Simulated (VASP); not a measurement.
# Ni (Pm-3m) in VASP: further runs, part 2 of 2

VASP 6.6.1.

**4. Single point, PBE, collinear spin, typed start**

This run uses another cell than the first one: it holds 8 atoms, not 1.

INCAR

```
  ALGO = Normal
  EDIFF = 1E-6
  ENCUT = 520
  GGA = PE
  ISIF = 2
  ISMEAR = 0
  ISPIN = 2
  LASPH = T
  LCHARG = T
  LELF = T
  LMAXMIX = 4
  LORBIT = 11
  LREAL = F
  LVHAR = T
  LWAVE = F
  MAGMOM = 2 2 2 2 2 2 2 2
  NBANDS = 54
  NELM = 150
  PREC = Accurate
  SIGMA = 0.1
```

KPOINTS

```
k-points
0
Gamma
  4 4 4
```

POSCAR

```
Ni
1.0
   -2.8611476596      2.8611476596      2.8611476596
    2.8611476596     -2.8611476596      2.8611476596
    2.8611476596      2.8611476596     -2.8611476596
Ni
8
Direct
    0.2060000000      0.2060000000      0.2060000000
    0.5000000000      0.0000000000      0.2940000000
    0.2940000000      0.5000000000      0.0000000000
    0.0000000000      0.2940000000      0.5000000000
    0.7940000000      0.7940000000      0.7940000000
    0.5000000000      0.0000000000      0.7060000000
    0.7060000000      0.5000000000      0.0000000000
    0.0000000000      0.7060000000      0.5000000000
```

Potentials or basis: VASP PAW PBE potentials, release 64 (Ni).

On the command line:

```console
cat potpaw_PBE.64/Ni/POTCAR > POTCAR
mpirun -np 1 vasp_std > vasp.out
```

OUTCAR:

```text
EDIFF = 1E-6
   ENCUT = 520
   GGA = PE
   ISIF = 2
   ISMEAR = 0
   ISPIN = 2
   LASPH = T
   LORBIT = 11
   LREAL = F
   NELM = 150
   PREC = Accurate

 ion  position               nearest neighbor table
   1  0.206  0.206  0.206-   5 2.04   3 2.05   4 2.05   2 2.05   5 2.91
   2  0.500  0.000  0.294-   6 2.04   4 2.05   1 2.05   3 2.05   6 2.91
   3  0.294  0.500  0.000-   7 2.04   2 2.05   1 2.05   4 2.05   7 2.91
   4  0.000  0.294  0.500-   8 2.04   3 2.05   1 2.05   2 2.05   8 2.91
   5  0.794  0.794  0.794-   1 2.04   6 2.05   7 2.05   8 2.05   1 2.91
   6  0.500  0.000  0.706-   2 2.04   5 2.05   7 2.05   8 2.05   2 2.91
   7  0.706  0.500  0.000-   3 2.04   5 2.05   8 2.05   6 2.05   3 2.91
   8  0.000  0.706  0.500-   4 2.04   5 2.05   6 2.05   7 2.05   4 2.91
[... 1118 lines left out ...]
      2.27175      2.27175      2.27175        -1.427068     -1.427068     -1.427068
      0.58940      3.45054     -0.58940         1.427068      1.427068     -1.427068
     -0.58940      0.58940      3.45054        -1.427068      1.427068      1.427068
      3.45054     -0.58940      0.58940         1.427068     -1.427068      1.427068
 -----------------------------------------------------------------------------------
    total drift:                                0.000000      0.000000     -0.000000

  FREE ENERGIE OF THE ION-ELECTRON SYSTEM (eV)
  ---------------------------------------------------
  free  energy   TOTEN  =       -33.5540666389 eV

  energy  without entropy=      -33.5032512684  energy(sigma->0) =      -33.52865895

 total charge

# of ion       s       p       d       tot
------------------------------------------
    1        0.596   0.525   8.464   9.585
    2        0.596   0.525   8.464   9.585
    3        0.596   0.525   8.464   9.585
    4        0.596   0.525   8.464   9.585
    5        0.596   0.525   8.464   9.585
    6        0.596   0.525   8.464   9.585
    7        0.596   0.525   8.464   9.585
    8        0.596   0.525   8.464   9.585
--------------------------------------------------
tot          4.767   4.204  67.712  76.683

 magnetization (x)

# of ion       s       p       d       tot
------------------------------------------
    1       -0.013  -0.015   0.637   0.610
    2       -0.013  -0.015   0.637   0.610
    3       -0.013  -0.015   0.637   0.610
    4       -0.013  -0.015   0.637   0.610
    5       -0.013  -0.015   0.637   0.610
    6       -0.013  -0.015   0.637   0.610
    7       -0.013  -0.015   0.637   0.610
    8       -0.013  -0.015   0.637   0.610
--------------------------------------------------
tot         -0.101  -0.117   5.097   4.879
```

OSZICAR:

```text
N       E                     dE             d eps       ncg     rms          rms(c)
DAV:   1     0.628723102769E+03    0.62872E+03   -0.35200E+04  1728   0.215E+03
DAV:   2     0.237847650484E+02   -0.60494E+03   -0.57339E+03  1728   0.409E+02
DAV:   3    -0.360673586845E+02   -0.59852E+02   -0.55025E+02  1800   0.161E+02
DAV:   4    -0.374582168484E+02   -0.13909E+01   -0.13857E+01  1878   0.276E+01
DAV:   5    -0.374850980927E+02   -0.26881E-01   -0.26878E-01  2498   0.276E+00    0.312E+01
DAV:   6    -0.351913750525E+02    0.22937E+01   -0.44745E+01  1820   0.716E+01    0.163E+01
DAV:   7    -0.336858604921E+02    0.15055E+01   -0.96355E+00  1870   0.342E+01    0.678E+00
DAV:   8    -0.335708867885E+02    0.11497E+00   -0.15390E-01  2048   0.360E+00    0.305E+00
DAV:   9    -0.335564475428E+02    0.14439E-01   -0.13149E-02  1896   0.797E-01    0.102E+00
DAV:  10    -0.335540023576E+02    0.24452E-02   -0.20377E-03  2398   0.408E-01    0.136E-01
DAV:  11    -0.335540500431E+02   -0.47685E-04   -0.44770E-04  1806   0.142E-01    0.534E-02
DAV:  12    -0.335540659402E+02   -0.15897E-04   -0.52146E-05  1888   0.490E-02    0.289E-02
DAV:  13    -0.335540666389E+02   -0.69876E-06   -0.69280E-06  1884   0.217E-02
   1 F= -.33554067E+02 E0= -.33528659E+02  d E =-.508154E-01  mag=     4.9394
```

stdout:

```text
POSCAR found type information on POSCAR Ni
 POSCAR found :  1 types and       8 ions
 scaLAPACK will be used
 LDA part: xc-table for (Slater+PW92), standard interpolation
 POSCAR, INCAR and KPOINTS ok, starting setup
 FFT: planning ... GRIDC
 FFT: planning ... GRID_SOFT
 FFT: planning ... GRID
 WAVECAR not read
 entering main loop
```

Run time: 54 s. Hardware: 1 thread of Intel Xeon Platinum 8559C (Emerald Rapids), shared host; peak memory 0.3 GiB.

Results:

* Free energy: -33.5541 eV
* Pressure: 40.5 GPa
* Largest force: 2.472 eV/Å
* Band gap on the k mesh: none (metal or under the smearing width)
* Net moment: 4.94 μB per cell
* Site moments: Ni +0.61 μB
* Valence electrons inside the program's atomic spheres: Ni 9.59

Forces in eV/Å, atoms in the order of the input:
```
Ni   1.427  1.427  1.427
Ni  -1.427 -1.427  1.427
Ni   1.427 -1.427 -1.427
Ni  -1.427  1.427 -1.427
Ni  -1.427 -1.427 -1.427
Ni   1.427  1.427 -1.427
Ni  -1.427  1.427  1.427
Ni   1.427 -1.427  1.427
```

Caveat: the k mesh is coarse (spacing up to 0.39 Å⁻¹), so the values aren't converged; a pressure of tens of GPa on the cell as given is suspect, and the run, the potentials or the cell itself is likely at fault; forces of over 1 eV/Å show positions far from the minimum, so gaps and moduli don't describe the material at rest.

**5. Overview**

```tsv
cell	k mesh	mesh quality	gap on the mesh (eV)	pressure (GPa)	moment (μB)	largest force (eV/Å)
Pm-3m, 12.63 Å³/atom	24 × 24 × 24	not flagged	none	0.3	0.54	-
Fmmm, 11.98 Å³/atom	8 × 8 × 8	not flagged	none	-0.1	1.36	0.02
Ia-3, 11.71 Å³/atom	4 × 4 × 4	coarse	none	40.5	4.94	2.47
```

Alike in all rows: task single point; level PBE; potentials or basis VASP PAW PBE potentials, release 64 (Ni); spin collinear, typed start; cutoff (eV) 520; smearing gaussian 0.1 eV.

Caveats: some runs use coarse meshes; a pressure of tens of GPa on the cell as given is suspect, and the run, the potentials or the cell itself is likely at fault (some runs); forces of over 1 eV/Å show positions far from the minimum, so gaps and moduli don't describe the material at rest (some runs).

Absolute energies hang on the potentials; compare differences alone.
